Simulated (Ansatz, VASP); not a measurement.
## MgO (de600): VASP beside Ansatz

```
Mg O
1.0
     0.00000    2.08044    2.08044
     2.08044    0.00000    2.08044
     2.08044    2.08044    0.00000
Mg O
1 1
Direct
  0.00000 0.00000 0.00000
  0.50000 0.50000 0.50000
```

Alike in both runs: functional LDA; k mesh 8 × 8 × 8; occupations gaussian, width 0.02 eV; no spin polarisation.

Ansatz relaxed the structure, and its values are those at the end. VASP's run is a single point on that final structure, the one shown.

|  | VASP | Ansatz |
| --- | --- | --- |
| version | VASP 6.6.1 | Ansatz 0.2.0 |
| potentials or method | VASP PAW LDA potentials, release 64 (Mg, O) | scalar-relativistic, plane waves, PAW |
| plane-wave cutoff (eV) | 520 | 600 |
| valence electrons in the cell | 8 | 16 |

|  | VASP | Ansatz | Ansatz less VASP |
| --- | --- | --- | --- |
| gap on the k mesh at the Fermi level (eV) | 5.02 | 5.03 | +0.005 |
| least direct gap on the mesh (eV) | 5.02 | 5.03 | +0.005 |
| pressure (GPa) | -1.9 | 0.0 | +1.90 |

The two sets of potentials don't hold the same shells in valence. Ansatz warned: «pseudo_functional_mismatch».
